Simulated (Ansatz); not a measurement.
# Ni: which magnetic state does the SCF reach?, part 2 of 2

How much does the result for Ni depend on the starting moments? The same cell is run from several starts. System: Ni, its experimental structure (space group Fm-3m, primitive cell doubled); the cell holds 2 atoms. Source: COD entry 9012966; the sample's temperature and pressure aren't taken into account.

Ansatz 0.2.0; DFT r2SCAN, PAW, plane waves, scalar-relativistic.

## Step 5: Spin on, no moments given (the program may seed its own), plain SCF

The COD entry's cell or inner coordinates are ideal or old and differ from later refinements, so a difference from it is no clean test against experiment.

input.yaml

```yaml
crystal:
  lattice:
    - [0.0, 3.517, 3.517]
    - [1.7585, 0.0, 1.7585]
    - [1.7585, 1.7585, 0.0]
  atoms:
    - { symbol: Ni, position: [0.0, 0.0, 0.0] }
    - { symbol: Ni, position: [0.5, 0.0, 0.0] }
hamiltonian:
  xc: r2scan
  pseudopotentials: { kind: paw }
basis:
  ecutwfc: 500
kpoints:
  mp_grid: { grid: [6, 12, 12] }
scf:
  occupations: { method: gaussian, width: 0.1 }
  lower_state_search: "off"
output:
  forces: true
  stress: true
  write_density: true
  write_potential: true
  elf: true
  volumetric_format: npy
magnetization:
  spin_polarized: true
```

Command:

```console
> ansatz run input.yaml --threads 2 --pin off --max-ram 5120MiB --backend cpu --events-out ev --progress --plain --runs-dir out
```

What it wrote, shortened:

```text
band count auto-derived: 24 (N_el = 36.0; filled up to band 18; 22 by the electrons, moments and atoms)
[... 22 lines as in an earlier run ...]
[...]
SCF iter   1: F=-11690.008190 eV  HF=-11688.965912 eV  |F-HF|=1.04e0  |Δ(HF+E_count)|=         —  Δρ=1.82e-1 (↑1.82e-1 ↓1.64e-1)  dr2=4.05e-2  dr2_τ=4.25e-2  dr2_m=5.97e0  M=2.433 μB ∫|m|=2.433 μB  ethr=8.76e-4  ⟨swp⟩=1.2  Hψ=12851  notcnv=0
[...]
SCF iter  11: F=-11690.580341 eV  HF=-11690.580341 eV  |F-HF|=1.18e-9  |Δ(HF+E_count)|=   1.56e-7  Δρ=3.05e-6 (↑1.91e-6 ↓3.05e-6)  dr2=9.28e-10  dr2_τ=3.29e-11  dr2_m=6.66e-10  M=1.482 μB ∫|m|=1.852 μB  ethr=2.55e-10  ⟨swp⟩=9.0  Hψ=31736  notcnv=0
[...]
SCF converged after 11 iterations
Magnetization: 1.4820 μB (18.7410 up, 17.2590 down)
Absolute magnetization: 1.8538 μB (∫|ρ↑−ρ↓|, with the PAW one-centre terms)
Spin contamination: 0.0466 ħ² per cell (⟨S²⟩ above its minimum at these occupations)
Per-site moments (μB) at R_I (Å): [(0.8137862676284787, 1.0258440016411488), (0.8137862676284787, 1.0258440016411488)]
Free energy (F): -11690.580341 eV
[...]
E sigma→0 (E₀):  -11690.576257 eV
Entropy (-TS):   -0.008167 eV (-4.083 meV/atom)
Fermi energy:    18.124779 eV
[... 31 lines left out: energy terms, forces, stress, bands ...]
```

Wall time 12 s (2 threads of Intel Xeon Platinum 8259CL at 2.50GHz (Skylake/Cascade Lake), shared host); peak memory 0.51 GiB.

This is the state of step 2 again (ferromagnetic), after 11 iterations.

## Step 6: Parallel moments scaled by 0.03, plain SCF

input.yaml, as its differences from that of step 5:

```diff
@@ -6,4 +6,6 @@
   atoms:
-    - { symbol: Ni, position: [0.0, 0.0, 0.0] }
-    - { symbol: Ni, position: [0.5, 0.0, 0.0] }
+    - { symbol: Ni, position: [0.0, 0.0, 0.0], spin: 0.06 }
+    - { symbol: Ni, position: [0.5, 0.0, 0.0], spin: 0.06 }
+magnetization:
+  spin_polarized: true
 hamiltonian:
@@ -25,3 +27 @@
   volumetric_format: npy
-magnetization:
-  spin_polarized: true
```

Command:

```console
> ansatz run input.yaml --threads 2 --pin off --max-ram 5120MiB --backend cpu --events-out ev --progress --plain --runs-dir out
```

What it wrote, shortened:

```text
[... 11 lines as in an earlier run ...]
Bands: 23, of which v1, the nominal top of the filled ones, is band 18 counted from 1 (17 counted from 0)
[... 9 lines as in an earlier run ...]
Starting moments: Σ|m| = 0.12 μB on 2 of 2 sites
[... 2 lines as in an earlier run ...]
[...]
SCF iter   1: F=-11690.213511 eV  HF=-11690.160333 eV  |F-HF|=5.32e-2  |Δ(HF+E_count)|=         —  Δρ=4.01e-2 (↑4.01e-2 ↓1.76e-2)  dr2=3.15e-1  dr2_τ=1.38e-2  dr2_m=3.67e-2  M=0.263 μB ∫|m|=0.269 μB  β_m=1.00  ethr=8.77e-4  ⟨swp⟩=1.0  Hψ=24517  notcnv=0
[...]
spin-set hold released at iteration 11 (site moments contracting): the magnetisation degrees of freedom join the quasi-Newton model from the next iteration; the mixer history was flushed
[...]
SCF iter  21: F=-11690.580341 eV  HF=-11690.580341 eV  |F-HF|=1.41e-7  |Δ(HF+E_count)|=   9.19e-6  Δρ=1.58e-6 (↑1.42e-6 ↓1.58e-6)  dr2=4.08e-10  dr2_τ=1.59e-11  dr2_m=2.25e-10  M=1.482 μB ∫|m|=1.852 μB  ethr=7.84e-11  ⟨swp⟩=10.1  Hψ=36095  notcnv=0
[...]
[... 1 line as in an earlier run ...]
SCF converged after 21 iterations
Magnetization: 1.4821 μB (18.7410 up, 17.2590 down)
Absolute magnetization: 1.8540 μB (∫|ρ↑−ρ↓|, with the PAW one-centre terms)
Spin contamination: 0.0466 ħ² per cell (⟨S²⟩ above its minimum at these occupations)
Per-site moments (μB) at R_I (Å): [(0.8138478393347709, 1.0258440016411488), (0.8138478393347709, 1.0258440016411488)]
Free energy (F): -11690.580341 eV
[...]
E sigma→0 (E₀):  -11690.576258 eV
Entropy (-TS):   -0.008166 eV (-4.083 meV/atom)
Fermi energy:    18.124878 eV
[... 31 lines left out: energy terms, forces, stress, bands ...]
```

Run time: 20 s. Hardware: 2 threads of Intel Xeon Platinum 8259CL at 2.50GHz (Skylake/Cascade Lake), shared host; peak memory 0.5 GiB.

This is the state of step 2 again (ferromagnetic), after 21 iterations.

## Step 7: Moments +- scaled by 0.4, plain SCF

input.yaml, as its differences from that of step 6:

```diff
@@ -6,4 +6,4 @@
   atoms:
-    - { symbol: Ni, position: [0.0, 0.0, 0.0], spin: 0.06 }
-    - { symbol: Ni, position: [0.5, 0.0, 0.0], spin: 0.06 }
+    - { symbol: Ni, position: [0.0, 0.0, 0.0], spin: 0.8 }
+    - { symbol: Ni, position: [0.5, 0.0, 0.0], spin: -0.8 }
 magnetization:
@@ -23,5 +23 @@
   stress: true
-  write_density: true
-  write_potential: true
-  elf: true
-  volumetric_format: npy
```

Command:

```console
> ansatz run input.yaml --threads 2 --pin off --max-ram 5120MiB --backend cpu --events-out ev --progress --plain --runs-dir out
```

What it wrote, shortened:

```text
[... 21 lines as in an earlier run ...]
Starting moments: Σ|m| = 1.6 μB on 2 of 2 sites
Starting magnetic order: antiferromagnet; a translation exchanges its spin sublattices: spin-degenerate at every k-point
[... 3 lines as in an earlier run ...]
[...]
SCF iter   1: F=-11690.236598 eV  HF=-11690.119515 eV  |F-HF|=1.17e-1  |Δ(HF+E_count)|=         —  Δρ=3.18e-2 (↑3.18e-2 ↓3.18e-2)  dr2=2.70e-1  dr2_τ=1.49e-2  dr2_m=6.96e-2  M=0.000 μB ∫|m|=1.191 μB  β_m=0.30  ethr=7.52e-4  ⟨swp⟩=1.1  Hψ=12402  notcnv=0
[...]
spin-set hold released at iteration 7 (site moments contracting): the magnetisation degrees of freedom join the quasi-Newton model from the next iteration; the mixer history was flushed
[...]
SCF iter  19: F=-11690.389263 eV  HF=-11690.389263 eV  |F-HF|=5.49e-9  |Δ(HF+E_count)|=   7.01e-8  Δρ=6.55e-6 (↑6.55e-6 ↓6.55e-6)  dr2=1.29e-8  dr2_τ=5.25e-11  dr2_m=3.33e-9  M=0.000 μB ∫|m|=1.083 μB  ethr=2.16e-11  ⟨swp⟩=2.9  Hψ=9014  notcnv=0
[...]
[... 1 line as in an earlier run ...]
SCF converged after 19 iterations
Magnetization: 0.0000 μB (18.0000 up, 18.0000 down)
Absolute magnetization: 1.0840 μB (∫|ρ↑−ρ↓|, with the PAW one-centre terms)
Spin contamination: 0.5086 ħ² per cell (⟨S²⟩ above its minimum at these occupations)
Per-site moments (μB) at R_I (Å): [(0.5172501858844422, 1.0258440016411488), (-0.5172501858844422, 1.0258440016411488)]
Free energy (F): -11690.389263 eV
[...]
E sigma→0 (E₀):  -11690.381676 eV
Entropy (-TS):   -0.015175 eV (-7.588 meV/atom)
Fermi energy:    17.876175 eV
[... 26 lines left out: energy terms, forces, stress ...]
```

Wall time 8.4 s (2 threads of Intel Xeon Platinum 8259CL at 2.50GHz (Skylake/Cascade Lake), shared host); peak memory 0.5 GiB.

This is the state of step 3 again (antiferromagnetic), after 19 iterations.

## Step 8: A moment on one site alone, plain SCF

input.yaml, as its differences from that of step 7:

```diff
@@ -6,4 +6,4 @@
   atoms:
-    - { symbol: Ni, position: [0.0, 0.0, 0.0], spin: 0.8 }
-    - { symbol: Ni, position: [0.5, 0.0, 0.0], spin: -0.8 }
+    - { symbol: Ni, position: [0.0, 0.0, 0.0] }
+    - { symbol: Ni, position: [0.5, 0.0, 0.0], spin: 2.0 }
 magnetization:
@@ -23 +23,5 @@
   stress: true
+  write_density: true
+  write_potential: true
+  elf: true
+  volumetric_format: npy
```

Command:

```console
> ansatz run input.yaml --threads 2 --pin off --max-ram 5120MiB --backend cpu --events-out ev --progress --plain --runs-dir out
```

What it wrote, shortened:

```text
[... 14 lines as in an earlier run ...]
Magnetic group: BNS 166.97 (UNI 1327), of the structure as read, at distance tolerance 2.8e-5 Å
[... 6 lines as in an earlier run ...]
Starting moments: Σ|m| = 2 μB on 1 of 2 sites
[... 2 lines as in an earlier run ...]
SCF iter   1: F=-11685.841684 eV  HF=-11690.187121 eV  |F-HF|=4.35e0  |Δ(HF+E_count)|=         —  Δρ=1.07e-1 (↑1.07e-1 ↓5.32e-2)  dr2=5.02e0  dr2_τ=2.21e-2  dr2_m=2.33e-1  M=1.549 μB ∫|m|=1.699 μB  β_m=0.30  ethr=3.10e-3  ⟨swp⟩=5.4  Hψ=17719  notcnv=0
[...]
spin-set hold released at iteration 6 (the charge has settled, or the pull on large starting moments outlasts its swing): the magnetisation degrees of freedom join the quasi-Newton model from the next iteration; the mixer history was flushed
[...]
SCF iter  23: F=-11690.580341 eV  HF=-11690.580341 eV  |F-HF|=2.10e-8  |Δ(HF+E_count)|=   1.70e-7  Δρ=3.97e-6 (↑1.55e-6 ↓3.97e-6)  dr2=3.76e-9  dr2_τ=1.00e-11  dr2_m=4.74e-10  M=1.482 μB ∫|m|=1.851 μB  ethr=1.13e-10  ⟨swp⟩=8.7  Hψ=30987  notcnv=0
[...]
[... 1 line as in an earlier run ...]
SCF converged after 23 iterations
Magnetization: 1.4820 μB (18.7410 up, 17.2590 down)
Absolute magnetization: 1.8537 μB (∫|ρ↑−ρ↓|, with the PAW one-centre terms)
Spin contamination: 0.0465 ħ² per cell (⟨S²⟩ above its minimum at these occupations)
Per-site moments (μB) at R_I (Å): [(0.8137498777377843, 1.0258440016411488), (0.8137727480158825, 1.0258440016411488)]
Free energy (F): -11690.580341 eV
[...]
E sigma→0 (E₀):  -11690.576257 eV
Entropy (-TS):   -0.008167 eV (-4.084 meV/atom)
Fermi energy:    18.124746 eV
[... 31 lines left out: energy terms, forces, stress, bands ...]
```

Run time: 18 s. Hardware: 2 threads of Intel Xeon Platinum 8259CL at 2.50GHz (Skylake/Cascade Lake), shared host; peak memory 0.52 GiB.

Nothing new: the 23 iterations lead to the state found in step 2 (ferromagnetic).

## Step 9: Parallel moments, spin not held back in the first iterations, no switch to direct minimisation

input.yaml, as its differences from that of step 8:

```diff
@@ -6,3 +6,3 @@
   atoms:
-    - { symbol: Ni, position: [0.0, 0.0, 0.0] }
+    - { symbol: Ni, position: [0.0, 0.0, 0.0], spin: 2.0 }
     - { symbol: Ni, position: [0.5, 0.0, 0.0], spin: 2.0 }
@@ -20,2 +20,4 @@
   lower_state_search: "off"
+  algorithm: density_mixing
+  mixing: { spin_hold: "off" }
 output:
```

Command:

```console
> ansatz run input.yaml --threads 2 --pin off --max-ram 5120MiB --backend cpu --events-out ev --progress --plain --runs-dir out
```

What it wrote, shortened:

```text
[... 21 lines as in an earlier run ...]
Starting moments: Σ|m| = 4 μB on 2 of 2 sites
[... 2 lines as in an earlier run ...]
[...]
SCF iter   1: F=-11690.356633 eV  HF=-11689.613701 eV  |F-HF|=7.43e-1  |Δ(HF+E_count)|=         —  Δρ=1.07e-1 (↑8.70e-2 ↓1.07e-1)  dr2=4.92e-2  dr2_τ=3.70e-2  dr2_m=1.85e0  M=2.093 μB ∫|m|=2.258 μB  β_m=0.63  ethr=1.37e-4  ⟨swp⟩=1.8  Hψ=25562  notcnv=0
[...]
SCF iter  13: F=-11690.580341 eV  HF=-11690.580341 eV  |F-HF|=2.69e-8  |Δ(HF+E_count)|=   9.40e-8  Δρ=3.59e-6 (↑1.22e-6 ↓3.59e-6)  dr2=1.55e-9  dr2_τ=1.85e-11  dr2_m=7.37e-10  M=1.482 μB ∫|m|=1.852 μB  ethr=6.38e-12  ⟨swp⟩=7.2  Hψ=25455  notcnv=0
[...]
[... 1 line as in an earlier run ...]
SCF converged after 13 iterations
Magnetization: 1.4820 μB (18.7410 up, 17.2590 down)
Absolute magnetization: 1.8539 μB (∫|ρ↑−ρ↓|, with the PAW one-centre terms)
Spin contamination: 0.0466 ħ² per cell (⟨S²⟩ above its minimum at these occupations)
Per-site moments (μB) at R_I (Å): [(0.81381277774318, 1.0258440016411488), (0.81381277774318, 1.0258440016411488)]
Free energy (F): -11690.580341 eV
[...]
E sigma→0 (E₀):  -11690.576258 eV
Entropy (-TS):   -0.008167 eV (-4.083 meV/atom)
Fermi energy:    18.124824 eV
[... 31 lines left out: energy terms, forces, stress, bands ...]
```

Run time: 13 s. Hardware: 2 threads of Intel Xeon Platinum 8259CL at 2.50GHz (Skylake/Cascade Lake), shared host; peak memory 0.51 GiB.

This is the state of step 2 again (ferromagnetic), after 13 iterations.

## Step 10: Comparing the starts

```tsv
step	iterations	state	moments of Ni1 Ni2 (μB)	total (μB)	gap (eV)	pressure (GPa)	above lowest (meV/atom)
2	13	1	0.81 0.81	1.48	none	-6.8	0.0
3	16	2	0.52 -0.52	0.00	none	-7.6	95.5
4	8	3	0.00 0.00	0.00	none	-9.6	124
5	11	1	0.81 0.81	1.48	none	-6.8	0.0
6	21	1	0.81 0.81	1.48	none	-6.8	0.0
7	19	2	0.52 -0.52	0.00	none	-7.6	95.5
8	23	1	0.81 0.81	1.48	none	-6.8	0.0
9	13	1	0.81 0.81	1.48	none	-6.8	0.0
```

States are numbered from the lowest. Starts by step: 2 parallel moments, plain SCF; 3 opposed moments +-, plain SCF; 4 no spin polarisation; 5 spin on, no moments given (the program may seed its own), plain SCF; 6 parallel moments scaled by 0.03, plain SCF; 7 moments +- scaled by 0.4, plain SCF; 8 a moment on one site alone, plain SCF; 9 parallel moments, spin not held back in the first iterations, no switch to direct minimisation.

The 8 runs of this session took 93 s in all, from 4.5 s to 20 s each.

Decimal logarithm of the largest residual (eV) by iteration, counted through all cycles of a run (7 of the 8 runs):

```tsv
iteration	step 2	step 3	step 4	step 5	step 6	step 7	step 8
1	0.3	0.4	-1.2	0.8	-0.5	-0.6	0.7
2	-0.4	0.2	-2.1	-0.7	-1.0	-1.0	1.1
3	-1.7	-0.9	-2.6	-1.0	-1.3	-1.5	-0.1
4	-2.1	-1.3	-2.5	-1.7	-1.2	-1.6	0.0
5	-2.5	-1.8	-3.6	-1.5	-1.4	-1.8	-0.1
7	-3.4	-3.0	-5.8	-3.8	-1.7	-2.2	-0.5
9	-5.7	-3.9	-	-4.8	-1.7	-2.9	-1.4
11	-7.0	-4.9	-	-9.0	-2.1	-4.2	-2.1
13	-8.5	-6.7	-	-	-3.1	-5.4	-2.9
15	-	-7.1	-	-	-4.9	-6.4	-4.2
17	-	-	-	-	-5.1	-6.8	-6.0
19	-	-	-	-	-7.1	-7.9	-6.7
21	-	-	-	-	-9.4	-	-7.4
23	-	-	-	-	-	-	-8.4
```

## Step 11: Outcome

This closing draws on all 2 parts.

| quantity | value |
| --- | --- |
| distinct states | 3 from 8 converged runs |
| lowest state from plain starts | ferromagnetic |
| its moments | Ni1 0.81, Ni2 0.81 μB |
| total moment | 1.48 μB per cell |
| gap on the k-mesh | none |
| pressure | -6.8 GPa |
| largest force | 0.000 eV/Å |
| next state | antiferromagnetic, 95.5 meV/atom higher |
| highest state | non-magnetic (no spin polarisation), 124 meV/atom higher |

What this shows: The 8 converged runs end in 3 distinct states. Switching spin polarisation off costs 124 meV/atom in free energy, smearing entropy included. The best antiferromagnetic state lies 95.5 meV/atom above the best ferromagnetic one. The search isn't exhaustive: larger magnetic cells and non-collinear orders weren't tried.
